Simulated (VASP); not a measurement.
# SnO2 (Cassiterite): lattice, stiffness and zone-centre modes, part 2 of 2

What lattice, stiffness and vibrations does SnO2 (Cassiterite) have at one level of theory? The starting structure is a measured crystal structure from the Crystallography Open Database. All runs use LDA.

VASP 6.6.1.

So far. Step 3 (Elastic constants): The elastic tensor has C11 = 250.3, C12 = 181.2, C44 = 95.2 GPa, among others; its Hill averages are a bulk modulus of 209.0 and a shear modulus of 93.1 GPa. Step 4 (Modes of the relaxed cell): The zone-centre modes at 11.909 Å³ an atom are at the top B2g 756.7, A1g 628.2, Eu (3) 600.4, B1u (2) 560.6 cm⁻¹, at the bottom Eu (2) 281.7, Eu (1) 223.2, B1u (1) 146.7, B1g 99.9 cm⁻¹, with 3 more of the listed ones between.

### 5. Modes at 0.97 of that volume

Level of this step: LDA; plane waves and PAW (Sn_d, O) (VASP).

Shape and positions were first relaxed at this volume, in a run that isn't shown.

Contents of INCAR:

```
SYSTEM = SnO2
PREC = Accurate
ENCUT = 560
EDIFF = 1E-08
NELM = 100
ISMEAR = 0
SIGMA = 0.03
LREAL = .FALSE.
ALGO = Normal
GGA = CA
NBANDS = 32
LORBIT = 11
LWAVE = .FALSE.
LCHARG = .FALSE.
KPAR = 8
IBRION = 8
LEPSILON = .TRUE.
LPEAD = .TRUE.
ISIF = 2
```

Contents of POSCAR:

```
SnO2
1.0
    4.6691798046      0.0000000000      0.0000000000
    0.0000000000      4.6691798046      0.0000000000
    0.0000000000      0.0000000000      3.1790629516
Sn O
2 4
Direct
    0.5000000000      0.5000000000      0.5000000000
    0.0000000000      0.0000000000      0.0000000000
    0.8056758015      0.1943241985      0.5000000000
    0.6943241985      0.6943241985      0.0000000000
    0.1943241985      0.8056758015      0.5000000000
    0.3056758015      0.3056758015      0.0000000000
```

Contents of KPOINTS:

```
Automatic mesh
0
Gamma
8 8 10
0 0 0
```

The projector-augmented-wave data sets are Sn_d and O (LDA family, release 64).

The run is started by

```console
mpirun -np 8 vasp_std
```

Log:

```text
[... set-up lines as in an earlier step ...]
 entering main loop
       N       E                     dE             d eps       ncg     rms          rms(c)
DAV:   1     0.652989614057E+03    0.65299E+03   -0.27492E+04  6336   0.268E+03
DAV:   2     0.501755689221E+02   -0.60281E+03   -0.57724E+03  6336   0.688E+02
DAV:   3    -0.438485840605E+02   -0.94024E+02   -0.92079E+02  6584   0.225E+02
DAV:   4    -0.483641651473E+02   -0.45156E+01   -0.44977E+01  6944   0.542E+01
[...]
DAV:  13    -0.422371731775E+02    0.47269E-05   -0.18378E-05  9128   0.553E-02    0.133E-03
DAV:  14    -0.422371733065E+02   -0.12901E-06   -0.15794E-06  7712   0.107E-02    0.104E-03
DAV:  15    -0.422371733103E+02   -0.37162E-08   -0.36321E-08  6640   0.153E-03
   1 F= -.42237173E+02 E0= -.42237173E+02  d E =-.189870E-11
 Linear response reoptimize wavefunctions to high precision
DAV:   1    -0.422371733082E+02    0.20746E-08   -0.97621E-09  5600   0.172E-03
DAV:   2    -0.422371733084E+02   -0.20282E-09   -0.12617E-09  4416   0.261E-04
[...]
RMM:  12    -0.368613494943E+00   -0.67144E-08   -0.87170E-09 26262   0.915E-05    0.330E-06
 first order change of Fermi-energy  -0.98662E+01
 force on displaced ion       3 direction 1 : -15.064  11.506   0.000
 Born effective charge ion    3 direction 1 :  -2.027   0.660   0.000
 Linear response progress:
  Degree of freedom:   4/  4
       N       E                     dE             d eps       ncg     rms          rms(c)
RMM:   1    -0.366863493510E+00   -0.36686E+00    0.24498E-01 23831   0.341E+00
RMM:   2    -0.352027405376E+00    0.14836E-01   -0.85498E-03 19087   0.926E-01    0.170E-01
RMM:   3    -0.353906390418E+00   -0.18790E-02   -0.17389E-03 21739   0.260E-01    0.871E-02
RMM:   4    -0.355491666861E+00   -0.15853E-02   -0.68440E-04 21521   0.138E-01    0.182E-02
[...]
RMM:  13    -0.355434829666E+00   -0.11343E-07   -0.97918E-09 22173   0.585E-05    0.203E-07
RMM:  14    -0.355434812400E+00    0.17265E-07   -0.25985E-08 18670   0.568E-05    0.101E-07
RMM:  15    -0.355434843569E+00   -0.31169E-07   -0.10373E-08 17339   0.561E-05    0.517E-08
 first order change of Fermi-energy  -0.59025E-01
 force on displaced ion       3 direction 3 :  -0.004   0.004 -14.362
 Born effective charge ion    3 direction 3 :   0.000  -0.000  -2.227
 Born effective charges drift removed
 Linear response finished
```

It took 6.3 min on 8 MPI ranks of AMD EPYC 9R45, shared host; peak memory 9.8 GiB; 50 min of CPU time.

OUTCAR, selected parts (step 5):

```text
  Total        2.9153727      2.9153727      2.9072809      0.0000000      0.0000000      0.0000000
  in kB       67.3944815     67.3944815     67.2074256      0.0000000      0.0000000      0.0000000
  external PRESSURE =      67.3321295 kB  Pullay stress =       0.0000000 kB

 POSITION                                       TOTAL-FORCE (eV/Angst)
 -----------------------------------------------------------------------------------
      2.33459      2.33459      1.58953         0.000000     -0.000000      0.000000
      0.00000      0.00000      0.00000         0.000000     -0.000000      0.000000
      3.76185      0.90733      1.58953        -0.001001      0.001001     -0.000000
      3.24192      3.24192      0.00000         0.001001      0.001001     -0.000000
      0.90733      3.76185      1.58953         0.001001     -0.001001      0.000000
      1.42726      1.42726      0.00000        -0.001001     -0.001001      0.000000
 -----------------------------------------------------------------------------------
    total drift:                                0.000000      0.000000      0.000000

 MACROSCOPIC STATIC DIELECTRIC TENSOR (including local field effects in DFT)
 ------------------------------------------------------
           4.168558     0.000000     0.000000
           0.000000     4.168558     0.000000
           0.000000     0.000000     4.497435
 ------------------------------------------------------

 MACROSCOPIC STATIC DIELECTRIC TENSOR IONIC CONTRIBUTION
 ------------------------------------------------------
           8.541366    -0.000000     0.000000
          -0.000000     8.541366    -0.000000
           0.000000    -0.000000     4.767361
 ------------------------------------------------------

[... 1 part as in an earlier step ...]

[... 1 further part left out ...]
```

The zone-centre modes at 11.551 Å³ an atom are at the top B2g 795.4, A1g 663.9, Eu (3) 641.5, B1u (2) 586.1 cm⁻¹, at the bottom Eu (2) 293.9, Eu (1) 218.2, B1u (1) 147.2, B1g 66.5 cm⁻¹, with 3 more of the listed ones between.

### 6. Modes at 1.03 of that volume

Shape and positions were first relaxed at this volume, in a run that isn't shown.

INCAR is that of step 5.

Contents of POSCAR:

```
SnO2
1.0
    4.7861591802      0.0000000000      0.0000000000
    0.0000000000      4.7861591802      0.0000000000
    0.0000000000      0.0000000000      3.2127100971
Sn O
2 4
Direct
    0.5000000000      0.5000000000      0.5000000000
    0.0000000000      0.0000000000      0.0000000000
    0.8065920415      0.1934079585      0.5000000000
    0.6934079585      0.6934079585      0.0000000000
    0.1934079585      0.8065920415      0.5000000000
    0.3065920415      0.3065920415      0.0000000000
```

KPOINTS is that of step 5.

The run is started by

```console
mpirun -np 8 vasp_std
```

Log:

```text
[... set-up lines as in an earlier step ...]
 entering main loop
       N       E                     dE             d eps       ncg     rms          rms(c)
DAV:   1     0.653614608586E+03    0.65361E+03   -0.27247E+04  6216   0.264E+03
DAV:   2     0.531588999107E+02   -0.60046E+03   -0.57479E+03  6456   0.691E+02
DAV:   3    -0.431469181897E+02   -0.96306E+02   -0.95045E+02  6528   0.226E+02
DAV:   4    -0.481722687046E+02   -0.50254E+01   -0.50010E+01  7056   0.565E+01
[...]
DAV:  13    -0.422513231940E+02    0.31143E-05   -0.13146E-05  8784   0.453E-02    0.118E-03
DAV:  14    -0.422513233089E+02   -0.11499E-06   -0.12128E-06  7152   0.886E-03    0.579E-04
DAV:  15    -0.422513233123E+02   -0.33569E-08   -0.60819E-08  7448   0.206E-03
   1 F= -.42251323E+02 E0= -.42251323E+02  d E =-.992129E-20
 Linear response reoptimize wavefunctions to high precision
DAV:   1    -0.422513233112E+02    0.11032E-08   -0.43010E-09  4672   0.574E-04
DAV:   2    -0.422513233113E+02   -0.10368E-09   -0.61414E-10  4472   0.220E-04
[...]
RMM:  16    -0.368238775794E+00    0.10526E-07   -0.18582E-07 20181   0.902E-05    0.529E-08
 first order change of Fermi-energy  -0.26249E+00
 force on displaced ion       3 direction 1 : -12.380   8.669   0.000
 Born effective charge ion    3 direction 1 :  -2.044   0.721   0.000
 Linear response progress:
  Degree of freedom:   4/  4
       N       E                     dE             d eps       ncg     rms          rms(c)
RMM:   1    -0.364935896461E+00   -0.36494E+00    0.25481E-01 23674   0.329E+00
RMM:   2    -0.351557120943E+00    0.13379E-01   -0.78039E-03 19062   0.908E-01    0.163E-01
RMM:   3    -0.353455518282E+00   -0.18984E-02   -0.16694E-03 21728   0.250E-01    0.851E-02
RMM:   4    -0.354953628905E+00   -0.14981E-02   -0.63326E-04 21413   0.133E-01    0.178E-02
[...]
RMM:  11    -0.354878161371E+00    0.32214E-07    0.15970E-08 24447   0.117E-04    0.210E-06
RMM:  12    -0.354878193950E+00   -0.32579E-07   -0.91695E-09 24270   0.101E-04    0.103E-06
RMM:  13    -0.354878197514E+00   -0.35634E-08   -0.25225E-08 22381   0.951E-05    0.271E-07
 first order change of Fermi-energy   0.29313E-01
 force on displaced ion       3 direction 3 :  -0.004   0.004 -12.148
 Born effective charge ion    3 direction 3 :   0.000  -0.000  -2.236
 Born effective charges drift removed
 Linear response finished
```

Run time: 8.2 min. Hardware: 8 MPI ranks; peak memory 10 GiB.

OUTCAR, selected parts (step 6):

```text
  Total       -2.5419840     -2.5419840     -2.5423114      0.0000000      0.0000000      0.0000000
  in kB      -55.3397996    -55.3397996    -55.3469270      0.0000000      0.0000000      0.0000000
  external PRESSURE =     -55.3421754 kB  Pullay stress =       0.0000000 kB

 POSITION                                       TOTAL-FORCE (eV/Angst)
 -----------------------------------------------------------------------------------
      2.39308      2.39308      1.60636         0.000000      0.000000      0.000000
      0.00000      0.00000      0.00000         0.000000      0.000000      0.000000
      3.86048      0.92568      1.60636         0.000501     -0.000501     -0.000000
      3.31876      3.31876      0.00000        -0.000501     -0.000501     -0.000000
      0.92568      3.86048      1.60636        -0.000501      0.000501      0.000000
      1.46740      1.46740      0.00000         0.000501      0.000501      0.000000
 -----------------------------------------------------------------------------------
    total drift:                                0.000000     -0.000000     -0.000000

 MACROSCOPIC STATIC DIELECTRIC TENSOR (including local field effects in DFT)
 ------------------------------------------------------
           4.537353    -0.000000     0.000000
           0.000000     4.537353     0.000000
           0.000000     0.000000     4.808697
 ------------------------------------------------------

 MACROSCOPIC STATIC DIELECTRIC TENSOR IONIC CONTRIBUTION
 ------------------------------------------------------
           8.475399    -0.000000     0.000000
          -0.000000     8.475399     0.000000
           0.000000     0.000000     5.376221
 ------------------------------------------------------

[... 1 part as in an earlier step ...]

[... 1 further part left out ...]
```

The zone-centre modes at 12.266 Å³ an atom are at the top B2g 719.7, A1g 596.2, Eu (3) 562.5, B1u (2) 537.7 cm⁻¹, at the bottom Eu (2) 267.9, Eu (1) 227.6, B1u (1) 145.4, B1g 124.4 cm⁻¹, with 3 more of the listed ones between.

### 7. Comparison

```tsv
run	volume (Å³/atom)	B2g	A1g	Eu (3)	B1u (2)	Eu (2)	Eu (1)	B1u (1)	B1g	core minutes
relaxation	11.909	-	-	-	-	-	-	-	-	1.31
elastic constants	11.909	-	-	-	-	-	-	-	-	72.7
modes of the relaxed cell	11.909	756.7	628.2	600.4	560.6	281.7	223.2	146.7	99.9	51.2
modes at 0.97 of that volume	11.551	795.4	663.9	641.5	586.1	293.9	218.2	147.2	66.5	50.4
modes at 1.03 of that volume	12.266	719.7	596.2	562.5	537.7	267.9	227.6	145.4	124.4	65.9
```

Modes are in cm⁻¹, degenerate ones as one, matched by symmetry and order. A number in brackets counts the listed modes of one symmetry from the lowest. The symmetry labels come from an automatic analysis and can be wrong where levels nearly coincide. Between the highest four and the lowest four, 3 more are left out. Core minutes are wall time times ranks of the run shown, on a shared host.

### 8. Outcome

```
relaxed volume                 : 11.91 Å³/atom
bulk modulus from two volumes  : 204 GPa
Hill shear modulus             : 93.1 GPa
mode B2g                       : 756.7 cm⁻¹
mode A1g                       : 628.2 cm⁻¹
mode Eu (3)                    : 600.4 cm⁻¹
mode B1u (2)                   : 560.6 cm⁻¹
mode Eu (2)                    : 281.7 cm⁻¹
mode Eu (1)                    : 223.2 cm⁻¹
mode B1u (1)                   : 146.7 cm⁻¹
mode B1g                       : 99.9 cm⁻¹
Grüneisen parameter of B2g     : 1.67
Grüneisen parameter of A1g     : 1.79
Grüneisen parameter of Eu (3)  : 2.19
Grüneisen parameter of B1u (2) : 1.44
Grüneisen parameter of Eu (2)  : 1.54
Grüneisen parameter of Eu (1)  : -0.70
Grüneisen parameter of B1u (1) : 0.20
Grüneisen parameter of B1g     : -10.44
```

What this shows: At the LDA level SnO2 (Cassiterite) relaxes to 11.91 Å³ an atom. The bulk modulus is 204.3 GPa from the pressures at two volumes and 209.0 GPa as the Hill average of the elastic tensor, so the two routes agree. The mode Grüneisen parameters, from the cells at 0.97 and 1.03 of the volume, run from -10.44 (B1g) to 2.19 (Eu (3)). For B1g the slope differs between compression and expansion, so this parameter is only a rough mean. The dielectric constants and Born charges in the logs aren't compared here; at a small gap they can be far off, and in a run without a gap they mean nothing. The frequencies are harmonic, and the splitting of polar modes by their long-range field is left out. All values are for a static lattice. Further runs on this material are not shown.

[Lines on the potential files, build, host, timing and source positions are cut from VASP's logs without a mark.]

[Logs are printed without paths, hosts, clocks, repeated set-up lines and the standing remarks that a program may print on its own settings, such as how far it seeks lower states.]

[Hosts, paths, dates, database ids (printed as entryN), source tags and the programs' standing remarks are cut or masked in the printed files.]
